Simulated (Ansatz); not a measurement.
**The polar optical mode of GaP at 4 GPa, worked through**

Level of theory: DFT PBE, scalar-relativistic, plane waves, PAW in Ansatz. Plane waves to 420 eV; Γ-centred k mesh 10×10×10; fixed occupations. No spin polarisation. Phonons by linear response, acoustic sum rule imposed.

The cell, relaxed at 4 GPa:
```
CELL_PARAMETERS angstrom
0.00000 2.71042 2.71042
2.71042 0.00000 2.71042
2.71042 2.71042 0.00000
ATOMIC_POSITIONS crystal
Ga 0.00000 0.00000 0.00000
P 0.75000 0.75000 0.75000
```

The run warned that the force constants aren't converged on this k mesh, so the frequencies and all that is formed from them are rough.

Linear response gives ν_TO = 364.8 cm⁻¹, Born charges ±2.121 e (positive on Ga) and ε∞ = 10.258. The primitive cell holds 39.824 Å³, and the masses are 69.723 and 30.974 amu.

Q: Find ν_LO and the static dielectric constant.

A: The long-wave field adds a restoring force: ω_LO² − ω_TO² = Z*²e²/(ε_vac ε∞ μV). In these units ν_LO² − ν_TO² = 4.92064×10⁷ Z*²/(μ V ε∞) cm⁻², with μ = m₁m₂/(m₁ + m₂) = 21.446 amu: 25274 cm⁻². So ν_LO = √(364.8² + 25274) = 397.9 cm⁻¹, and the run gives 397.9. Lyddane–Sachs–Teller then gives ε0 = ε∞ (ν_LO/ν_TO)² = 12.21, against 12.21 in the run (it forms both from the same three quantities, so the match checks the arithmetic only). Between ν_TO and ν_LO the dielectric function is negative and an undamped crystal reflects fully: a reststrahlen band from 25.1 to 27.4 μm.

Q: What do the Clausius–Mossotti polarisability and the Szigeti charge come to?

A: With the Lorentz local field, α = (3V/4π)(ε∞ − 1)/(ε∞ + 2) = 7.18 Å³ for the pair, and e_S = 3Z*/(ε∞ + 2) = 0.52 e. The Born charge includes the electrons' response to the dipole's own local field, and e_S takes that enhancement out. The Lorentz field assumes point-like polarisable ions, a poor picture once ε∞ is this large, since the electron clouds then overlap or are shared, so both numbers are formal here.

Q: How strongly does a slow electron couple to the LO mode?

A: For one isotropic parabolic band, Fröhlich's constant is α_F = (1/ε∞ − 1/ε0) √(m* Ry/ħω_LO), with Ry = 13.606 eV, ħω_LO = 49.3 meV and m* in free-electron masses: α_F = 0.0156 × 16.61 × √m* = 0.26 √m*. The band mass isn't part of this run; for m* = 0.1, 0.3 and 1 it gives 0.08, 0.14, 0.26. In weak coupling the polaron lies α_F ħω_LO below the band edge (7 meV at m* = 0.3) with a mass m*(1 + α_F/6); past α_F of about 5 or 6 that expansion fails. A semilocal functional's ε∞ tends to be too large, which taken alone lowers α_F.

Cost: 1 run of about 1.6 core-minutes, on Arm Neoverse V1 (shared hosts).

GaP appears here as a mainly covalent, weakly polar crystal: the lattice adds little to a dielectric response that is already largely electronic. The Born charge of 2.121 e is no measure of static ionicity, since it also counts the charge that flows along the Ga–P bonds as the sublattices move against each other. Its sign follows the higher electronegativity of phosphorus. The valence electrons that make the bonds polarisable also screen the long-range field, which keeps the LO–TO splitting modest. The difference of the squared frequencies depends on the Born charge, ε∞, volume and masses but not on the short-range force constants, so it is probably firmer than either frequency alone.

Weak Fröhlich coupling is a plausible reading for all the trial masses, and moderate shifts in the phonon frequencies would hardly change it. The polaron energies are less transferable to real carriers, because GaP has strongly anisotropic conduction valleys near the zone boundary and degenerate valence bands at its top, neither of which a single isotropic band describes.
